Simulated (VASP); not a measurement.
# SnTe (Fm-3m) in VASP: notebook

One crystal, SnTe, is run at these levels: PBEsol, PBE, AM05; tasks: relaxation of cell and atoms.

Everything below comes from runs of VASP 6.6.1. Logs are shortened: lines on timing, memory, paths and dates and some standing lists are left out, and cuts for length are marked.

### Step 1. The crystal as given

The structure is cubic, space group Fm-3m (No. 225). The conventional cell has a = 6.290 Å, b = 6.290 Å, c = 6.290 Å, α = 90.00°, β = 90.00°, γ = 90.00°. Sn (site symmetry m-3m) is surrounded by 6 Te at 3.14 Å. Around Te (site symmetry m-3m) lie 6 Sn at 3.14 Å.

### Step 2. Relaxation of cell and atoms, PBEsol

The input, INCAR:

```
SYSTEM = SnTe
PREC = Accurate ; ENCUT = 600
EDIFF = 1E-7 ; ISMEAR = 0
SIGMA = 0.03 ; LREAL = .False.
LASPH = .True. ; NELM = 80
ALGO = Normal ; ISIF = 3
LWAVE = .False. ; LCHARG = .False.
GGA = PS ; IBRION = 2
NSW = 90 ; EDIFFG = -0.005
```

The input, KPOINTS:

```
Automatic mesh
0
Gamma
  10 10 10
  0 0 0
```

The input, POSCAR:

```
SnTe                                    
1.0
   -0.0000000000      3.1448388744      3.1448388744
    3.1448388744     -0.0000000000      3.1448388744
    3.1448388744      3.1448388744      0.0000000000
  Sn              Te            
     1     1
Direct
     0.0000000000000000    0.0000000000000000    0.0000000000000000
     0.5000000000000000    0.5000000000000000    0.5000000000000000
```

Potentials or basis: VASP PAW PBE potentials, release 64 (Sn_d, Te).

Run with:

```
$ cat potpaw_PBE.64/Sn_d/POTCAR potpaw_PBE.64/Te/POTCAR > POTCAR
$ mpirun -np 1 vasp_std > vasp.out
```

OUTCAR:

```text
SYSTEM = SnTe
   PREC = Accurate
   ENCUT = 600
   EDIFF = 1E-7
   ISMEAR = 0
   LREAL = .False.
   LASPH = .True.
   NELM = 80
   ISIF = 3
   GGA = PS
   IBRION = 2
   NSW = 90
   EDIFFG = -0.005

 ion  position               nearest neighbor table
   1  0.000  0.000  0.000-   2 3.14   2 3.14   2 3.14   2 3.14   2 3.14   2 3.14
   2  0.500  0.500  0.500-   1 3.14   1 3.14   1 3.14   1 3.14   1 3.14   1 3.14

  LATTYP: Found a face centered cubic cell.
 ALAT       =     6.2896777488

  Lattice vectors:

 A1 = (   0.0000000000,   3.1448388744,   3.1448388744)
 A2 = (   3.1448388744,   0.0000000000,   3.1448388744)
 A3 = (   3.1448388744,   3.1448388744,   0.0000000000)

Analysis of symmetry for initial positions (statically):
=====================================================================
 Subroutine PRICEL returns:
 Original cell was already a primitive cell.

 Routine SETGRP: Setting up the symmetry group for a
 face centered cubic supercell.

 Subroutine GETGRP returns: Found 48 space group operations
 (whereof 48 operations were pure point group operations)
 out of a pool of 48 trial point group operations.

The static configuration has the point symmetry O_h .

Analysis of symmetry for dynamics (positions and initial velocities):
=====================================================================
 Subroutine PRICEL returns:
 Original cell was already a primitive cell.

 Routine SETGRP: Setting up the symmetry group for a
 face centered cubic supercell.

 Subroutine GETGRP returns: Found 48 space group operations
 (whereof 48 operations were pure point group operations)
 out of a pool of 48 trial point group operations.

The dynamic configuration has the point symmetry O_h .

 Subroutine INISYM returns: Found 48 space group operations
 (whereof 48 operations are pure point group operations),
 and found     1 'primitive' translations

----------------------------------------------------------------------------------------

                                     Primitive cell

  volume of cell :      62.2050

  direct lattice vectors                    reciprocal lattice vectors
     0.000000000  3.144838874  3.144838874    -0.158990657  0.158990657  0.158990657
     3.144838874  0.000000000  3.144838874     0.158990657 -0.158990657  0.158990657
     3.144838874  3.144838874  0.000000000     0.158990657  0.158990657 -0.158990657

  length of vectors
     4.447473788  4.447473788  4.447473788     0.275379897  0.275379897  0.275379897

  position of ions in fractional coordinates (direct lattice)
     0.000000000  0.000000000  0.000000000
     0.500000000  0.500000000  0.500000000

  ion indices of the primitive-cell ions
   primitive index   ion index
                 1           1
                 2           2

----------------------------------------------------------------------------------------

 KPOINTS: Automatic mesh

Automatic generation of k-mesh.
 Grid dimensions read from file:
 generate k-points for:   10   10   10

 Generating k-lattice:

  Cartesian coordinates                     Fractional coordinates (reciprocal lattice)
    -0.015899066  0.015899066  0.015899066     0.100000000  0.000000000  0.000000000
     0.015899066 -0.015899066  0.015899066     0.000000000  0.100000000  0.000000000
     0.015899066  0.015899066 -0.015899066     0.000000000  0.000000000  0.100000000

  Length of vectors
     0.027537990  0.027537990  0.027537990

  Shift w.r.t. Gamma in fractional coordinates (k-lattice)
     0.000000000  0.000000000  0.000000000

 Subroutine IBZKPT returns following result:
 ===========================================

 Found     47 irreducible k-points:

 Following reciprocal coordinates:
            Coordinates               Weight
  0.000000  0.000000  0.000000      1.000000
  0.100000  0.000000  0.000000      8.000000
  0.200000  0.000000  0.000000      8.000000
  0.300000  0.000000  0.000000      8.000000
  0.400000  0.000000  0.000000      8.000000
  0.500000  0.000000  0.000000      4.000000
[... 16 lines left out ...]
  0.300000  0.300000  0.000000      6.000000
  0.400000  0.300000  0.000000     24.000000
 [... further k-points ...]
   k-points           NKPTS =     47   k-points in BZ     NKDIM =     47   number of bands    NBANDS=     14
   number of dos      NEDOS =    301   number of ions     NIONS =      2
   total plane-waves  NPLWV =  46656
   dimension x,y,z NGX =    36 NGY =   36 NGZ =   36
   dimension x,y,z NGXF=    72 NGYF=   72 NGZF=   72
   ions per type =               1   1
   NGX,Y,Z   is equivalent  to a cutoff of  13.46, 13.46, 13.46 a.u.
   NGXF,Y,Z  is equivalent  to a cutoff of  26.91, 26.91, 26.91 a.u.
 SYSTEM =  SnTe
   PREC   = accura    normal or accurate (medium, high low for compatibility)
   ISTART =      0    job   : 0-new  1-cont  2-samecut
   ICHARG =      2    charge: 1-file 2-atom 10-const
   ISPIN  =      1    spin polarized calculation?
[... 75 lines left out ...]
     12      10.2205      0.00000
     13      10.2205      0.00000
     14      11.5816      0.00000

 k-point     2 :       0.1000    0.0000    0.0000
  band No.  band energies     occupation
      1     -14.9094      2.00000
      2     -14.9094      2.00000
      3     -14.9016      2.00000
      4     -14.9012      2.00000
      5     -14.9012      2.00000
      6      -5.9011      2.00000
      7       1.6941      2.00000
      8       4.7424      2.00000
      9       4.7424      2.00000
     10       5.0809      2.00000
     11       9.7450      0.00000
     12       9.7450      0.00000
     13       9.7604      0.00000
     14      11.5045      0.00000

 k-point     3 :       0.2000    0.0000    0.0000
  band No.  band energies     occupation
      1     -14.9107      2.00000
      2     -14.9107      2.00000
      3     -14.9012      2.00000
      4     -14.8995      2.00000
      5     -14.8995      2.00000
      6      -5.6534      2.00000
      7       0.7024      2.00000
      8       4.7920      2.00000
      9       4.7920      2.00000
     10       5.6652      2.00000
     11       8.8627      0.00000
     12       8.8627      0.00000
     13       8.9057      0.00000
     14      11.6540      0.00000

 k-point     4 :       0.3000    0.0000    0.0000
  band No.  band energies     occupation
      1     -14.9124      2.00000
      2     -14.9124      2.00000
      3     -14.9007      2.00000
      4     -14.8972      2.00000
      5     -14.8972      2.00000
      6      -5.2800      2.00000
      7      -0.3332      2.00000
      8       4.8867      2.00000
      9       4.8867      2.00000
     10       6.1285      2.00000
     11       8.0365      0.00000
     12       8.0365      0.00000
     13       8.0906      0.00000
     14      12.3296      0.00000

 k-point     5 :       0.4000    0.0000    0.0000
  band No.  band energies     occupation
      1     -14.9139      2.00000
      2     -14.9139      2.00000
      3     -14.9003      2.00000
      4     -14.8952      2.00000
      5     -14.8952      2.00000
      6      -4.8807      2.00000
      7      -1.1677      2.00000
      8       5.0056      2.00000
      9       5.0056      2.00000
     10       6.4953      2.00000
     11       7.4235      0.00000
[... 276 lines left out ...]
 k-point    22 :      -0.2000    0.2000    0.0000
  band No.  band energies     occupation
      1     -14.9130      2.00000
      2     -14.9123      2.00000
      3     -14.9001      2.00000
      4     -14.8977      2.00000
      5     -14.8963      2.00000
      6      -5.1591      2.00000
      7      -0.2705      2.00000
      8       3.2898      2.00000
      9       5.2293      2.00000
     10       6.5358      2.00000
     11       7.4248      0.00000
     12       7.5422      0.00000
     13      10.5693      0.00000
     14      12.1530      0.00000

 k-point    23 :       0.3000    0.3000    0.0000
  band No.  band energies     occupation
      1     -14.9204      2.00000
      2     -14.9057      2.00000
      3     -14.9044      2.00000
      4     -14.8944      2.00000
      5     -14.8944      2.00000
      6      -5.0661      2.00000
      7       0.2756      2.00000
      8       3.5651      2.00000
      9       3.5651      2.00000
     10       3.8251      2.00000
     11       9.4852      0.00000
     12       9.9881      0.00000
     13      11.0223      0.00000
     14      11.0223      0.00000

 k-point    24 :       0.4000    0.3000    0.0000
  band No.  band energies     occupation
      1     -14.9226      2.00000
      2     -14.9059      2.00000
      3     -14.9044      2.00000
      4     -14.8932      2.00000
      5     -14.8928      2.00000
      6      -4.7786      2.00000
      7      -0.0522      2.00000
      8       2.8666      2.00000
      9       3.4499      2.00000
     10       3.6603      2.00000
     11       9.4944      0.00000
     12      10.7329      0.00000
     13      10.8419      0.00000
     14      11.2234      0.00000

 [... further k-points ...]

------------------------ aborting loop because EDIFF is reached ----------------------------------------

  FORCE on cell =-STRESS in cart. coord.  units (eV):
  Direction    XX          YY          ZZ          XY          YZ          ZX
  --------------------------------------------------------------------------------------
  -------------------------------------------------------------------------------------
  Total       -0.0031090     -0.0031090     -0.0031090     -0.0000000     -0.0000000      0.0000000
  in kB       -0.0800763     -0.0800763     -0.0800763     -0.0000000     -0.0000000      0.0000000
  external PRESSURE =      -0.0800763 kB  Pullay stress =       0.0000000 kB

 VOLUME and BASIS-vectors are now :
 -----------------------------------------------------------------------------
  energy-cutoff  :      600.00
  volume of cell :       62.20
      direct lattice vectors                 reciprocal lattice vectors
     0.000000000  3.144838874  3.144838874    -0.158990657  0.158990657  0.158990657
     3.144838874  0.000000000  3.144838874     0.158990657 -0.158990657  0.158990657
     3.144838874  3.144838874  0.000000000     0.158990657  0.158990657 -0.158990657

 POSITION                                       TOTAL-FORCE (eV/Angst)
 -----------------------------------------------------------------------------------
      0.00000      0.00000      0.00000         0.000000      0.000000     -0.000000
      3.14484      3.14484      3.14484         0.000000      0.000000      0.000000
 -----------------------------------------------------------------------------------
    total drift:                               -0.000000      0.000000      0.000000

  FREE ENERGIE OF THE ION-ELECTRON SYSTEM (eV)
  ---------------------------------------------------
  free  energy   TOTEN  =        -8.3393230051 eV

  energy  without entropy=       -8.3393228831  energy(sigma->0) =       -8.33932294

 reached required accuracy - stopping structural energy minimisation
```

Wall time 21 s (1 thread of Intel Xeon 6975P-C (Granite Rapids), shared host); peak memory 0.23 GiB.

What came out:

```yaml
Free_energy: -8.3393 eV
Pressure_after_relaxing: 0.0 GPa
Band_gap_on_the_k_mesh: 0.16 eV, direct
```

Final structure:
```cif
data_structure
_symmetry_space_group_name_H-M 'P 1'
_symmetry_Int_Tables_number 1
_cell_length_a 4.4475
_cell_length_b 4.4475
_cell_length_c 4.4475
_cell_angle_alpha 60.000
_cell_angle_beta 60.000
_cell_angle_gamma 60.000
_cell_volume 62.20
loop_
_atom_site_label
_atom_site_type_symbol
_atom_site_fract_x
_atom_site_fract_y
_atom_site_fract_z
_atom_site_occupancy
Sn1 Sn 0.00000 0.00000 0.00000 1
Te1 Te 0.50000 0.50000 0.50000 1
```

Levels at points of the mesh, in eV from the valence-band top:
| k point | band 6 | band 7 | band 8 | band 9 | band 10 | band 11 | band 12 | band 13 | band 14 |
| --- | --- | --- | --- | --- | --- | --- | --- | --- | --- |
| (0.00, 0.00, 0.00) | -12.81 | -4.63 | -2.09 | -2.09 | -2.09 | 3.40 | 3.40 | 3.40 | 4.76 |
| (0.50, 0.00, 0.00) | -11.51 | -8.34 | -1.75 | -1.75 | 0.00 | 0.16 | 0.39 | 0.39 | 7.76 |
| (0.50, 0.50, 0.00) | -11.20 | -6.44 | -5.59 | -3.72 | -3.72 | 2.13 | 5.00 | 5.00 | 6.46 |

Caveat: the relaxation stopped at its first step, so nothing moved; the PAW data sets were made with another functional, which shifts forces and pressure a little; spin-orbit coupling is left out, which moves the levels of the heavy elements. A k mesh can miss the band edges.

### Step 3. Relaxation of cell and atoms, PBE

This run uses another cell than the first one, of 31.28 Å³/atom, 1.006 times its volume.

The input, INCAR:

```
PREC = Accurate
ENCUT = 600
EDIFF = 1E-6
ISMEAR = 0
SIGMA = 0.03
LREAL = False
LASPH = True
NELM = 80
ALGO = Normal
ISIF = 3
LWAVE = False
LCHARG = False
GGA = PE
IBRION = 2
NSW = 90
EDIFFG = -0.01
```

The input, KPOINTS:

```
Automatic mesh
0
Gamma
  10 10 10
```

The input, POSCAR:

```
SnTe
1.0
    0.0000000000      3.1508500000      3.1508500000
    3.1508500000      0.0000000000      3.1508500000
    3.1508500000      3.1508500000      0.0000000000
Sn Te
1 1
Direct
    0.0000000000      0.0000000000      0.0000000000
    0.5000000000      0.5000000000      0.5000000000
```

Potentials or basis: VASP PAW PBE potentials, release 64 (Sn_d, Te).

Run with:

```
$ cat potpaw_PBE.64/Sn_d/POTCAR potpaw_PBE.64/Te/POTCAR > POTCAR
$ mpirun -np 1 vasp_std > vasp.out
```

It took 33 s on 1 thread of Intel Xeon 6975P-C (Granite Rapids), shared host; peak memory 0.25 GiB.

The run converged. Its results:

```yaml
Free_energy: -7.5648 eV
Relaxed_volume: 32.93 Å³/atom
Relaxed_cell: a = 4.533 Å, b = 4.533 Å, c = 4.533 Å, α = 60.00°, β = 60.00°, γ = 60.00°
Space_group_after_relaxing_to_0.05_Å: Fm-3m (No. 225)
Energy_gained_by_relaxing: 11.1 meV/atom
Ionic_steps: 3
Pressure_after_relaxing: 0.0 GPa
Band_gap_on_the_k_mesh: 0.05 eV, direct
```

Step by step:
| step | energy change (eV) | largest force (eV/Å) | pressure (GPa) | volume (Å³) |
| --- | --- | --- | --- | --- |
| 1 | 0.0000 | 0.0000 | 2.24 | 62.56 |
| 2 | -0.0211 | 0.0000 | -0.43 | 66.60 |
| 3 | -0.0222 | 0.0000 | -0.01 | 65.85 |

Final structure:
```
CELL_PARAMETERS angstrom
0.00000 3.20518 3.20518
3.20518 0.00000 3.20518
3.20518 3.20518 0.00000
ATOMIC_POSITIONS crystal
Sn 0.00000 0.00000 0.00000
Te 0.50000 0.50000 0.50000
```

Levels at points of the mesh, in eV from the valence-band top:
| k point | band 6 | band 7 | band 8 | band 9 | band 10 | band 11 | band 12 | band 13 | band 14 |
| --- | --- | --- | --- | --- | --- | --- | --- | --- | --- |
| (0.00, 0.00, 0.00) | -12.43 | -4.87 | -2.00 | -2.00 | -2.00 | 3.25 | 3.25 | 3.25 | 4.85 |
| (0.50, 0.00, 0.00) | -11.27 | -8.06 | -1.67 | -1.67 | 0.00 | 0.05 | 0.45 | 0.45 | 7.67 |
| (0.50, 0.50, 0.00) | -11.02 | -6.43 | -5.21 | -3.49 | -3.49 | 2.38 | 4.69 | 4.69 | 6.02 |

Caveat: spin-orbit coupling is left out, which moves the levels of the heavy elements. A k mesh can miss the band edges.

### Step 4. Relaxation of cell and atoms, PBE

This run uses another cell than the first one, of 32.93 Å³/atom, 1.059 times its volume.

INCAR, as its differences from that of step 3:

```diff
@@ -2,3 +2,3 @@
 ENCUT = 600
-EDIFF = 1E-6
+EDIFF = 1E-7
 ISMEAR = 0
@@ -15,2 +15,2 @@
 NSW = 90
-EDIFFG = -0.01
+EDIFFG = -0.005
```

KPOINTS is that of step 3.

The input, POSCAR:

```
SnTe                                    
1.0
    0.0000000000      3.2051809016      3.2051809016
    3.2051809016      0.0000000000      3.2051809016
    3.2051809016      3.2051809016      0.0000000000
  Sn              Te            
     1     1
Direct
     0.0000000000000000    0.0000000000000000    0.0000000000000000
     0.5000000000000000    0.5000000000000000    0.5000000000000000
```

Run with:

```
$ cat potpaw_PBE.64/Sn_d/POTCAR potpaw_PBE.64/Te/POTCAR > POTCAR
$ mpirun -np 1 vasp_std > vasp.out
```

Run time: 19 s. Hardware: 1 thread of Intel Xeon 6975P-C (Granite Rapids), shared host; peak memory 0.24 GiB.

The run converged. Its results:

| Item | Value |
| --- | --- |
| Free energy | -7.5650 eV |
| Pressure after relaxing | 0.0 GPa |
| Band gap on the k mesh | 0.05 eV, direct |

Final structure:
```xyz
2
Lattice="0.0000 3.2052 3.2052 3.2052 0.0000 3.2052 3.2052 3.2052 0.0000" Properties=species:S:1:pos:R:3 pbc="T T T"
Sn    0.0000    0.0000    0.0000
Te    3.2052    3.2052    3.2052
```

Levels at points of the mesh, in eV from the valence-band top:
```csv
k point,band 7,band 8,band 9,band 10,band 11,band 12,band 13,band 14
"(0.00, 0.00, 0.00)",-4.87,-2.00,-2.00,-2.00,3.25,3.25,3.25,4.85
"(0.50, 0.00, 0.00)",-8.06,-1.67,-1.67,0.00,0.05,0.45,0.45,7.67
"(0.50, 0.50, 0.00)",-6.43,-5.21,-3.49,-3.49,2.38,4.69,4.69,6.02
```

Caveat: the relaxation stopped at its first step, so nothing moved; spin-orbit coupling is left out, which moves the levels of the heavy elements.

### Step 5. Relaxation of cell and atoms, AM05

This run uses another cell than the first one, of 31.28 Å³/atom, 1.006 times its volume.

The input, INCAR:

```
PREC = Accurate
ENCUT = 600
EDIFF = 1E-6
ISMEAR = 0
SIGMA = 0.03
LREAL = F
LASPH = T
NELM = 80
ALGO = Normal
ISIF = 3
LWAVE = F
LCHARG = F
GGA = AM
IBRION = 2
NSW = 90
EDIFFG = -0.01
```

KPOINTS is that of step 4.

The input, POSCAR:

```
SnTe
1.0
    0.0000000000      3.1508500000      3.1508500000
    3.1508500000      0.0000000000      3.1508500000
    3.1508500000      3.1508500000      0.0000000000
Sn Te
1 1
Direct
    0.0000000000      0.0000000000      0.0000000000
    0.5000000000      0.5000000000      0.5000000000
```

Run with:

```
$ cat potpaw_PBE.64/Sn_d/POTCAR potpaw_PBE.64/Te/POTCAR > POTCAR
$ mpirun -np 1 vasp_std > vasp.out
```

Wall time 27 s (1 thread of Intel Xeon 6975P-C (Granite Rapids), shared host); peak memory 0.23 GiB.

The run converged. Its results:

```yaml
Free_energy: -7.7514 eV
Pressure_after_relaxing: 0.0 GPa
Band_gap_on_the_k_mesh: 0.11 eV, direct
```

Final structure:
```xyz
2
Lattice="0.0000 3.1509 3.1509 3.1509 0.0000 3.1509 3.1509 3.1509 0.0000" Properties=species:S:1:pos:R:3 pbc="T T T"
Sn    0.0000    0.0000    0.0000
Te    3.1509    3.1509    3.1509
```

Levels at points of the mesh, in eV from the valence-band top:
```tsv
k point	band 7	band 8	band 9	band 10	band 11	band 12	band 13	band 14
(0.00, 0.00, 0.00)	-4.69	-2.12	-2.12	-2.12	3.36	3.36	3.36	4.76
(0.50, 0.00, 0.00)	-8.33	-1.78	-1.78	0.00	0.11	0.38	0.38	7.77
(0.50, 0.50, 0.00)	-6.47	-5.57	-3.73	-3.73	2.17	4.94	4.94	6.40
```

Caveat: the relaxation stopped at its first step, so nothing moved; the PAW data sets were made with another functional, which shifts forces and pressure a little; spin-orbit coupling is left out, which moves the levels of the heavy elements. A k mesh can miss the band edges.

### Step 6. Summary

```tsv
level	gap on the mesh (eV)	pressure (GPa)
PBEsol	0.16	0.0
PBE	0.05	0.0
AM05	0.11	0.0
```

Alike in all rows: task relaxation of cell and atoms; potentials or basis VASP PAW PBE potentials, release 64 (Sn_d, Te); no spin polarisation; cell relaxed; k mesh 10 × 10 × 10; cutoff (eV) 600; smearing gaussian 0.03 eV.

Caveats: the relaxation stopped at its first step, so nothing moved; spin-orbit coupling is left out, which moves the levels of the heavy elements; the PAW data sets were made with another functional, which shifts forces and pressure a little (some runs).

Total energies depend on the potentials used, so only differences within one code and one set of settings carry meaning.
